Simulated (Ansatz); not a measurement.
Consider the following.

Relaxed ZnTe (zinc blende):

```
ZnTe
1.0
    0.00000     3.05670     3.05670
    3.05670     0.00000     3.05670
    3.05670     3.05670     0.00000
Te Zn
1 1
Cartesian
  4.58506   4.58506   4.58506
  0.00000   0.00000   0.00000
```

Scan: atom 1 (Te, nearest neighbour Zn at 2.647 Å; its periodic images, 4.3 Å or more away, move with it) is displaced along Cartesian [110], direction (0.707, 0.707, 0.000) in Cartesian axes, by s. The other atoms stay.

Method: r2SCAN (plane waves to 500 eV, PAW, scalar-relativistic; Ansatz, a quantum-chemistry and plane-wave program). k mesh 8×8×8 (Γ-centred), Fermi-Dirac smearing 0.05 eV. The energy includes the smearing's −TS. Spin-orbit coupling is left out, though Te is heavy. ZnTe was relaxed with its symmetry unable to fall. The zero of ΔE is the undisplaced structure.

The scan covers s from -0.790 to 0.790 Å in 11 points.

### Question
Is this a single well or a double well?

### Answer
A single well with its minimum at or next to zero displacement.

### Question
Is the energy the same for equal positive and negative displacements?

### Answer
Even: the same for both signs. With its periodic images moving along, the atom's site symmetry in this cell is -43m.

### Question
What is the energy change at s = 0.790 Å?

### Answer
2070 meV/cell.

### Question
What force acts on the atom along the line at s = -0.790 Å?

### Answer
6.50 eV/Å.

### Question
What is the force constant k = d²E/ds² of this move at s = 0?

### Answer
4.93 eV/Å².

(For displaced atoms, the force is minus the slope of the energy, and its curvature is a force constant, which sets phonon frequencies.)
